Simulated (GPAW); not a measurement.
Set up this calculation in GPAW 26.7.0, as an ASE script.

```
Task                : band structure
Functional          : revTPSS
Potentials or basis : GPAW PAW data sets (gpaw-data 1.2.1)
Cutoff              : 600 eV
Basis               : pw
k mesh              : 11 × 11 × 11
Occupations         : fermi-dirac, width 0.05 eV
Spin                : no spin polarisation
Eigensolver         : davidson
Maxiter             : 150
Band path           : GHNGPH,PN
Band points         : 60
```

Ti:

```
CELL_PARAMETERS angstrom
-1.64100 1.64100 1.64100
1.64100 -1.64100 1.64100
1.64100 1.64100 -1.64100
ATOMIC_POSITIONS crystal
Ti 0.00000 0.00000 0.00000
```

This isn't the form of Ti at room conditions, which is hcp.

The input as run:

run.py

```python
from ase.dft.bandgap import bandgap
from ase.io import write
from ase.spacegroup import crystal
from ase.units import GPa
from gpaw import GPAW, PW

# Ti 2a
atoms = crystal(['Ti'],
                basis=[[0.0, 0.0, 0.0]],
                spacegroup=229, setting=1,  # Im-3m
                cellpar=[3.282, 3.282, 3.282, 90.0, 90.0, 90.0],
                primitive_cell=True)

calc = GPAW(mode=PW(600),
            xc='MGGA_X_REVTPSS+MGGA_C_REVTPSS',
            kpts={'size': (11, 11, 11), 'gamma': True},
            occupations={'name': 'fermi-dirac', 'width': 0.05},
            nbands=14,
            convergence={'density': 1e-05, 'energy': 1e-05},
            eigensolver='davidson',
            maxiter=150,
            txt='gpaw.txt')
atoms.calc = calc
energy = atoms.get_potential_energy()
forces = atoms.get_forces()
stress = atoms.get_stress()
calc.write('gs.gpw')
write('result.traj', atoms)
print(f'Energy: {energy:.6f} eV')
print('Forces (eV/A):')
print(forces.round(4))
print('Stress (GPa):', (stress / GPa).round(3))
print('Fermi level:', round(calc.get_fermi_level(), 4), 'eV')
print(f'Gap: {bandgap(calc)[0]:.4f} eV, direct: {bandgap(calc, direct=True)[0]:.4f} eV')

path = atoms.cell.bandpath('GHNGPH,PN', npoints=60, eps=1e-4)
bs_calc = calc.fixed_density(kpts=path, symmetry='off', nbands=21,
                             convergence={'bands': 'CBM+6.0', 'eigenstates': 1e-6}, txt='bands.txt')
bs = bs_calc.band_structure()
bs.write('bs.json')
print(f'Gap on the path: {bandgap(bs_calc)[0]:.4f} eV')
```

Potentials or basis: GPAW PAW data sets (gpaw-data 1.2.1), pw.

The run is started by

```bash
$ OMP_NUM_THREADS=1 python run.py
```

It gave:

```yaml
Pressure: -5.7 GPa
Band_gap_along_the_path: none (metal or under the smearing width)
```

Caveat: the PAW data sets were made with another functional, which shifts forces and pressure a little.

It took 64 s on 1 thread of Arm Neoverse V2, on a shared host, peak memory 0.24 GiB.
